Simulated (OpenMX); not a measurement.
## WS2 under changes of volume

One of the cells (50.583 Å³/atom); the others are scaled copies at fixed shape and fractional positions:

```
W S
1.0
     3.20460    0.00000    0.00000
    -1.60230    2.77526    0.00000
     0.00000    0.00000   17.06284
W S
1 2
Direct
  0.00000 0.00000 0.00000
  0.33333 0.66667 0.09200
  0.33333 0.66667 0.90800
```

| Property | Result |
| --- | --- |
| Program | OpenMX 3.8.5 |
| Functional | PBE |
| Potentials or basis | OpenMX 2013 PBE set, W7.0-s3p2d2f1, S7.0-s2p2d1f1, fixed grid of 32 × 32 × 200 points |
| k mesh | 11 × 11 × 3 |
| Occupations | fermi-dirac, width 0.05 eV |
| Spin | no spin polarisation |

```tsv
volume (Å³/atom)	energy over the lowest point (meV/atom)	gap on the mesh (eV)	largest force (eV/Å)
46.616	64.13	2.06	1.819
47.608	35.16	2.00	1.365
48.600	?	?	?
50.583	0.00	1.83	0.195
51.575	2.75	1.78	0.137
52.567	11.58	1.73	0.447
```

Question: What does the run at 48.600 Å³/atom give?

Answer: Energy over the lowest point 15.41 meV/atom; gap on the mesh 1.94 eV; largest force 0.947 eV/Å.

Worked out: A Birch-Murnaghan fit of order 3 (a polynomial in V^(-2/3)) to the other rows has its minimum at 50.66 Å³/atom with B0 = V·E''(V) = 55 GPa and B' = 4.3 at fixed shape and positions, which overstates the stiffness. It gives 15.41 meV/atom at 48.600 Å³/atom, against the run's 15.41. A straight line through the other rows of the gap, of slope -2.75 eV per unit of ln V, gives 1.94 eV, against the run's 1.94.

Energies are extrapolated to zero smearing.

Caveats: spin-orbit coupling is left out, which moves the levels of the heavy elements; the basis of atomic orbitals isn't converged, which shifts pressures, moduli and gaps.

A mesh can miss the band edges.
